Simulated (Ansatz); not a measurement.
`[NH2][InH][Cl]` + `F[C](F)F`• → `[NH2][In][Cl]`• + `FC(F)F` at 700 K and 1 bar (hydrogen abstraction from the In–H bond).

Gas-phase electronic energies from Ansatz, PBE0-D4/def2-TZVP geometries. CCSD(T)/CBS adds triple-zeta CCSD(T) − MP2 to the extrapolated MP2 energy (def2 sets, frozen cores). This one scheme is used for every species. No spin–orbit coupling; open shells (•) take unrestricted orbitals. Elements past krypton have def2 core potentials. For In outer-core shells are correlated without core-valence functions, which leaves a few kJ/mol of doubt a bond. Each species was taken in one conformer, which may not be the lowest.

```csv
species,CCSD(T)/CBS energy (Eh),H − E (kJ/mol),S (J/(mol·K))
`[NH2][InH][Cl]`,-706.15182,138.8,400.0
`F[C](F)F`•,-337.34656,68.7,315.8
`[NH2][In][Cl]`•,-705.53246,113.3,387.6
`FC(F)F`,-338.02896,105.5,315.2
```

H − E and S are ideal-gas, rigid-rotor, harmonic terms from PBE0-D4/def2-TZVP, for one conformer and one mirror image of each species, with the whole ground term of open shells counted as degenerate. 1 Eh = 2625.50 kJ/mol, R = 8.31446 J/(mol·K).

Problem. By hand: ΔE, ΔH, ΔS and ΔG.

Solution. ΔE = (-705.53246) + (-338.02896) − (-706.15182) − (-337.34656) = -0.06304 Eh = -165.5 kJ/mol. Δ(H − E) = 113.3 + 105.5 − 138.8 − 68.7 = 11.3, so ΔH = -154.2 kJ/mol. ΔS = 387.6 + 315.2 − 400.0 − 315.8 = -13.0 J/(mol·K). ΔG = -154.2 − 700 × (-13.0)/1000 = -145.1 kJ/mol.

Problem. By hand: the equilibrium constant, and the temperature at which ΔG would vanish if ΔH and ΔS stayed fixed.

Solution. log₁₀ K = −ΔG/(RT ln 10) = 10.8. ΔG = 0 at ΔH/ΔS = 11862 K, far beyond where these terms or the molecules hold.

The number of gas molecules stays the same, so ΔS is small and ΔH decides. A doubt of 5 kJ/mol in ΔE shifts log₁₀ K by 0.4 here. Other conformers and mirror images would add mixing entropy, several J/(mol·K) or more a flexible species. These are equilibria of isolated gas molecules and say nothing of rates. Largest T1 diagnostic: 0.019 (customary marks: 0.02 for closed shells, 0.045 for open ones).
